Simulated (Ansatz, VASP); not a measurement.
# Two plane-wave programs on Te

Contents of INCAR:

```
SYSTEM = Te
PREC = Accurate
ENCUT = 520
EDIFF = 1E-7
ISMEAR = 0
SIGMA = 0.15
LREAL = .False.
LASPH = .True.
NELM = 100
ALGO = Fast
ISIF = 2
LWAVE = .False.
LCHARG = .False.
GGA = PS
NBANDS = 9
```

The input KPOINTS:

```
regular mesh
0
Gamma
  18 18 18
  0 0 0
```

File POSCAR:

```
Te
1.0
    2.4342675624      1.4054250325      1.5173216961
   -2.4342675624      1.4054250325      1.5173216961
    0.0000000000     -2.8108500649      1.5173216961
Te
1
Direct
    0.5000000000      0.5000000000      0.5000000000
```

Input for Ansatz:

```yaml
crystal:
  lattice:
    - [2.4342675624, 1.4054250325, 1.5173216961]
    - [-2.4342675624, 1.4054250325, 1.5173216961]
    - [0.0, -2.8108500649, 1.5173216961]
  atoms:
    - { symbol: Te, position: [0.5, 0.5, 0.5] }
basis:
  ecutwfc: 420
kpoints:
  mp_grid: { grid: [18, 18, 18] }
hamiltonian:
  xc: pbesol
scf:
  occupations: { method: gaussian, width: 0.15 }
output:
  forces: true
  stress: true
  eigenvalues: true
```

Alike in both runs: task single point; functional PBEsol; k mesh 18 × 18 × 18; occupations gaussian, width 0.15 eV; no spin polarisation.

|  | VASP | Ansatz |
| --- | --- | --- |
| version | VASP 6.6.1 | Ansatz 0.2.0 |
| potentials or method | VASP PAW PBE potentials, release 64 (Te) | scalar-relativistic, plane waves, PAW |
| plane-wave cutoff (eV) | 520 | 420 |
| valence electrons in the cell | 6 | 16 |

Ansatz gave:

| Property | Result |
| --- | --- |
| gap on the k mesh at the Fermi level (eV) | none |
| pressure (GPa) | -2.4 |
| largest component of the traceless stress (GPa) | 1.36 |

Estimate VASP's values.

gap on the k mesh at the Fermi level (eV): none; pressure (GPa): -2.4; largest component of the traceless stress (GPa): 1.34.

A gap of «none» marks a metal or a gap that the smearing closes. The two sets of potentials don't hold the same shells in valence.

Caveats: the PAW data sets were made with another functional, which shifts forces and pressure a little (VASP). Spin-orbit coupling is left out, which matters for the levels of Te.
